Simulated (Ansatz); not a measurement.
## HfO2 under changes of volume

One of the cells (10.955 Å³/atom); the others are scaled copies at fixed shape and fractional positions:

```xyz
12
Lattice="5.2195 0.0000 0.0000 0.0000 5.0048 0.0000 0.0000 0.0000 5.0327" Properties=species:S:1:pos:R:3 pbc="T T T"
Hf    5.0472    3.6661    3.7314
Hf    2.7820    3.6661    1.2151
Hf    2.4375    1.3387    3.7314
Hf    0.1723    1.3387    1.2151
O     3.2994    4.6477    4.4251
O     4.5298    4.6477    1.9087
O     1.2211    2.7020    2.4776
O     1.3886    2.7020    4.9939
O     3.9984    2.3028    4.9939
O     3.8308    2.3028    2.4776
O     0.6896    0.3571    4.4251
O     1.9201    0.3571    1.9087
```

Measurements of this composition are mostly on another form, of space group No. 14.

| Item | Value |
| --- | --- |
| Program | Ansatz 0.2.0 |
| Functional | rPW86-PBE |
| Dispersion | rVV10 |
| Potentials or basis | Ansatz PAW |
| Cutoff | 420 eV (not typed: the program's choice for these potentials) |
| k mesh | 5 × 6 × 5 |
| Occupations | fermi-dirac, width 0.05 eV |
| Spin | no spin polarisation |

| volume (Å³/atom) | energy over the lowest point (meV/atom) | pressure (GPa) | gap on the mesh (eV) | largest force (eV/Å) |
| --- | --- | --- | --- | --- |
| 10.298 | 116.71 | 34.0 | 4.67 | 0.472 |
| 10.517 | 75.44 | 26.4 | 4.60 | 0.375 |
| 10.736 | 44.12 | 19.5 | 4.53 | 0.286 |
| 10.955 | 21.71 | 13.3 | 4.46 | 0.202 |
| 11.175 | 7.39 | 7.7 | 4.38 | 0.126 |
| 11.394 | ? | ? | ? | ? |
| 11.613 | 0.00 | -2.0 | 4.24 | 0.140 |

What does the run at 11.394 Å³/atom give?

Energy over the lowest point 0.36 meV/atom; pressure 2.6 GPa; gap on the mesh 4.31 eV; largest force 0.111 eV/Å.

Worked out: A Birch-Murnaghan fit of order 3 (a polynomial in V^(-2/3)) to the other rows has its minimum at 11.52 Å³/atom with B0 = V·E''(V) = 239 GPa and B' = 4.3 at fixed shape and positions, which overstates the stiffness. It gives 0.40 meV/atom at 11.394 Å³/atom, against the run's 0.36, and -dE/dV = 2.6 GPa, against 2.6. A straight line through the other rows of the gap, of slope -3.59 eV per unit of ln V, gives 4.31 eV, against the run's 4.31.

Energies are extrapolated to zero smearing.

Caveats: odd divisions of the mesh miss points on the zone boundary, where band edges often lie, so the gap on the mesh can be too wide; spin-orbit coupling is left out, which moves the levels of the heavy elements; the PAW data sets come from PBE, with cores solved anew for the run's functional, which leaves a small shift of forces and pressure.

A mesh can miss the band edges.
